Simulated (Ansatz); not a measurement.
BaTe: changes ranked by their effect on the pressure

```yaml
crystal:
  lattice:
    - [0.00000, 3.41000, 3.41000]
    - [3.41000, 0.00000, 3.41000]
    - [3.41000, 3.41000, 0.00000]
  atoms:
    - { symbol: Ba, position: [0.00000, 0.00000, 0.00000] }
    - { symbol: Te, position: [0.50000, 0.50000, 0.50000] }
```

Atom numbers follow the list: Ba1, Te2.

The cell is COD entry 1010423, as deposited and not checked against the literature; nothing was relaxed. It is an old determination, and later ones may differ.

Level of theory: DFT, PBE, all-electron LAPW, scalar-relativistic in Ansatz 0.2.0.

The runs use a Γ-centred 10×10×10 k mesh, Fermi–Dirac smearing of 0.05 eV, basis error target 0.25 meV/atom, no spin polarisation.

Spin–orbit coupling is off unless a change turns it on.

In this reference run the pressure is 3.8 GPa (positive in compression). Each change below is made alone, on the same k mesh, with fractional coordinates held unless an atom is moved; x, y and z are the Cartesian axes.

(1) Order the changes by the shift of the pressure, most negative first.
A. volume scaled by 1.025
B. volume scaled by 0.975
C. x and y strained by +3 %, z held
D. atom 2 (Te) moved by (0.1200, 0.0000, 0.0000) Å

Results:

(1) C (-2.3 GPa), A (-1.0 GPa), D (+0.1 GPa), B (+1.2 GPa).
